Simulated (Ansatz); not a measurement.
A plane-wave DFT run in Ansatz 0.2.0 (scalar-relativistic PAW potentials unless the input names others): input and command.

```yaml
crystal:
  lattice:
    - [3.821205, 0.0, 0.0]
    - [-1.910603, 3.309261, 0.0]
    - [0.0, 0.0, 6.240002]
  atoms:
    - { symbol: Zn, position: [0.0, 0.0, 0.0] }
    - { symbol: S, position: [0.0, 0.0, 0.375] }
    - { symbol: Zn, position: [0.33333333, 0.66666667, 0.5] }
    - { symbol: S, position: [0.33333333, 0.66666667, 0.875] }
basis:
  ecutwfc: 420
kpoints:
  mp_grid: { grid: [12, 12, 6] }
hamiltonian:
  xc: pbe
scf:
  occupations: { method: gaussian, width: 0.02 }
  mixing: { preconditioner: ldos }
output:
  forces: true
  eigenvalues: true
  stress: true
relax:
  adjacent_minimum: "off"
  f_tol: 0.005
  max_steps: 80
  cell: { stress_tol: 0.05 }
```

```bash
ansatz run input.yaml --threads 1 --pin off --max-ram 2560MiB --backend cpu --events-out ev --progress --plain --runs-dir out
```

Abridged log:
```
Pseudopotentials: kind: paw
Pseudopotential: Zn, paw, valence charge 12, recommended cutoff 420 eV (normal)
Pseudopotential: S, paw, valence charge 6, recommended cutoff 420 eV (normal)
Functional definition: PBE
Crystal: 4 atoms, lattice volume = 78.907 Å³
Basis set: ecut = 420 eV, 1545 PW (Γ), exchange–correlation on 54×54×90 points (8 copies of the dense FFT grid, shifted against one another)
Bands: 22, of which v1, the nominal top of the filled ones, is band 18 counted from 1 (17 counted from 0)
Symmetry: 12 space group operations
Space group: P63mc (ITA 186), of the structure as read, at distance tolerance 4.3e-5 Å
k-points: 76 of 864 (time reversal used)
Initial density: superposition of atomic densities (neutral atoms: chi_scale 0, normalization atom), corrected by the library's trained network
Initial wavefunctions: pseudopotential atomic-orbital guess
Functional: x = pbe(κ = 0.804, μ = 0.21951497), c = pbe(β = 0.06672455)
SCF iter   1: F=—  HF=-8445.447315 eV  |F-HF|=—  |Δ(HF+E_count)|=         —  Δρ=5.08e-4  dr2=2.15e-4  ethr=1.77e-3  ⟨swp⟩=6.2  Hψ=8179  notcnv=0
SCF iter   2: F=—  HF=-8445.447938 eV  |F-HF|=—  |Δ(HF+E_count)|=   6.23e-4  Δρ=5.58e-4  dr2=2.28e-4  ethr=5.96e-7  ⟨swp⟩=2.6  Hψ=4422  notcnv=0
SCF iter   3: F=—  HF=-8445.447885 eV  |F-HF|=—  |Δ(HF+E_count)|=   5.30e-5  Δρ=3.20e-4  dr2=6.52e-5  ethr=5.96e-7  ⟨swp⟩=2.0  Hψ=3002  notcnv=0
SCF iter   4: F=—  HF=-8445.447790 eV  |F-HF|=—  |Δ(HF+E_count)|=   9.45e-5  Δρ=5.77e-5  dr2=3.20e-6  ethr=1.81e-7  ⟨swp⟩=2.0  Hψ=2888  notcnv=0
SCF iter   5: F=—  HF=-8445.447790 eV  |F-HF|=—  |Δ(HF+E_count)|=   6.00e-7  Δρ=3.36e-5  dr2=6.32e-7  ethr=8.89e-9  ⟨swp⟩=2.0  Hψ=3035  notcnv=0
SCF iter   6: F=-8445.447789 eV  HF=-8445.447789 eV  |F-HF|=3.29e-8  |Δ(HF+E_count)|=   2.97e-7  Δρ=7.87e-6  dr2=3.53e-8  ethr=2.78e-10  ⟨swp⟩=3.0  Hψ=7562  notcnv=0
SCF 1 converged in 6 iterations: F = -8445.447789 eV  dr2 = 3.53e-8
relax step   1: F+E_penalty+E_count = -8445.44778942 eV  Δ(F+E_penalty+E_count) = +0.000e0 eV  max|allowed force component| = 5.773e-3 eV/Å  Δτ_max = 0.0000 Å  P = +1.676 GPa  Ω = 78.907 Å³  (6 SCF iters, dr2 threshold 1.00e-7 eV, accepted)
Crystal: 4 atoms, lattice volume = 79.961 Å³
Initial density: handed on by an earlier stage of this run
Initial wavefunctions: those handed on with the density
SCF iter   1: F=—  HF=-8445.455523 eV  |F-HF|=—  |Δ(HF+E_count)|=         —  Δρ=6.40e-4  dr2=2.90e-4  ethr=1.11e-6  ⟨swp⟩=2.2  Hψ=9258  notcnv=0
SCF iter   2: F=—  HF=-8445.455491 eV  |F-HF|=—  |Δ(HF+E_count)|=   3.20e-5  Δρ=4.34e-4  dr2=1.97e-4  ethr=8.07e-7  ⟨swp⟩=2.0  Hψ=3040  notcnv=0
   ...
SCF iter   5: F=-8445.456756 eV  HF=-8445.456756 eV  |F-HF|=5.68e-10  |Δ(HF+E_count)|=   5.54e-9  Δρ=8.99e-7  dr2=6.01e-10  ethr=7.19e-12  ⟨swp⟩=4.7  Hψ=6208  notcnv=0
SCF 4 converged in 5 iterations: F = -8445.456756 eV  dr2 = 6.01e-10
relax step   4: F+E_penalty+E_count = -8445.45675642 eV  Δ(F+E_penalty+E_count) = -4.330e-6 eV  max|allowed force component| = 2.390e-4 eV/Å  Δτ_max = 0.0006 Å  P = +0.018 GPa  Ω = 80.717 Å³  energy of the carried Pulay correction = -7.463e-4 eV  (5 SCF iters, dr2 threshold 2.59e-9 eV, accepted)
Initial wavefunctions: pseudopotential atomic-orbital guess (no wavefunctions were taken with the density)
SCF iter   1: F=—  HF=-8445.456346 eV  |F-HF|=—  |Δ(HF+E_count)|=         —  Δρ=2.48e-4  dr2=1.34e-6  ethr=1.45e-7  ⟨swp⟩=3.0  Hψ=12732  notcnv=0
SCF iter   2: F=—  HF=-8445.457496 eV  |F-HF|=—  |Δ(HF+E_count)|=   1.15e-3  Δρ=6.02e-5  dr2=1.72e-6  ethr=3.73e-9  ⟨swp⟩=2.0  Hψ=3040  notcnv=0
SCF iter   3: F=—  HF=-8445.457493 eV  |F-HF|=—  |Δ(HF+E_count)|=   2.62e-6  Δρ=5.91e-5  dr2=1.84e-6  ethr=3.73e-9  ⟨swp⟩=2.0  Hψ=2932  notcnv=0
SCF iter   4: F=—  HF=-8445.457494 eV  |F-HF|=—  |Δ(HF+E_count)|=   1.40e-6  Δρ=2.41e-5  dr2=3.04e-7  ethr=3.73e-9  ⟨swp⟩=2.0  Hψ=2435  notcnv=0
SCF iter   5: F=—  HF=-8445.457495 eV  |F-HF|=—  |Δ(HF+E_count)|=   1.38e-7  Δρ=5.16e-6  dr2=1.28e-8  ethr=8.44e-10  ⟨swp⟩=2.0  Hψ=2686  notcnv=0
SCF iter   6: F=—  HF=-8445.457495 eV  |F-HF|=—  |Δ(HF+E_count)|=   9.09e-9  Δρ=6.03e-7  dr2=2.15e-10  ethr=3.56e-11  ⟨swp⟩=2.0  Hψ=2848  notcnv=0
SCF iter   7: F=-8445.457495 eV  HF=-8445.457495 eV  |F-HF|=4.55e-11  |Δ(HF+E_count)|=  8.37e-11  Δρ=9.38e-8  dr2=2.44e-12  ethr=1.00e-12  ⟨swp⟩=5.0  Hψ=7113  notcnv=0
SCF 5 converged in 7 iterations: F = -8445.457495 eV  dr2 = 2.44e-12
SCF converged after 7 iterations
Free energy (F): -8445.457495 eV
Harris-Foulkes:  -8445.457495 eV  (|F-HF|=4.55e-11)
Internal energy: -8445.457495 eV  (E = F + TS)
E sigma→0 (E₀):  -8445.457495 eV
Fermi energy:    6.553409 eV
--- Forces (eV/Å), atoms counted from 1 ---
  atom   1  Zn     0.00000000     0.00000000    -0.00025312
  atom   2  S      0.00000000     0.00000000     0.00025247
  atom   3  Zn     0.00000000     0.00000000    -0.00025312
  atom   4  S      0.00000000     0.00000000     0.00025247
--- Stress (GPa, compression-positive) ---
        0.020369       0.000000       0.000000
        0.000000       0.020369       0.000000
        0.000000       0.000000       0.011581
  P = ⅓ Tr σ = 0.0174 GPa (0.174 kbar)
--- Relaxed structure (4 steps of the walk, 4 accepted, 1 SCFs on fresh bases) ---
  F+E_penalty+E_count = -8445.45749457 eV   max|allowed force component| = 2.528e-4 eV/Å   (the final SCF, on the basis selected at the relaxed cell)
  cell:  # Å, volume = 80.7167 Å³
    - [3.84461674, 2.90443770e-7, 0.0]
    - [-1.92230862, 3.32953561, 0.0]
    - [0.0, 0.0, 6.30560015]
  atoms:
    - { symbol: Zn, position: [0.0, 0.0, 0.00025523] }
    - { symbol: S, position: [0.0, 0.0, 0.37474476] }
    - { symbol: Zn, position: [0.33333333, 0.66666666, 0.50025523] }
    - { symbol: S, position: [0.33333333, 0.66666666, 0.87474476] }
```

Apart from outputs and empty bands, the input differs from a reference run on usual settings in scf.mixing.preconditioner: not typed → "ldos". The reference, at the same start, ended its own course with a relaxed volume of 20.18 Å³/atom, pressure 0.02 GPa, largest force 0.000 eV/Å, gap on the mesh 2.08 eV. This run converged in 28 SCF iterations over all its steps (reference: 28) with an energy at zero smearing within 0.01 meV/atom of the reference's, a relaxed volume of 20.18 Å³/atom, pressure 0.02 GPa, largest force 0.000 eV/Å, gap on the mesh 2.08 eV.

It took 69 s on 1 thread of Arm Neoverse V1, with other jobs on the host, peak memory 0.39 GiB.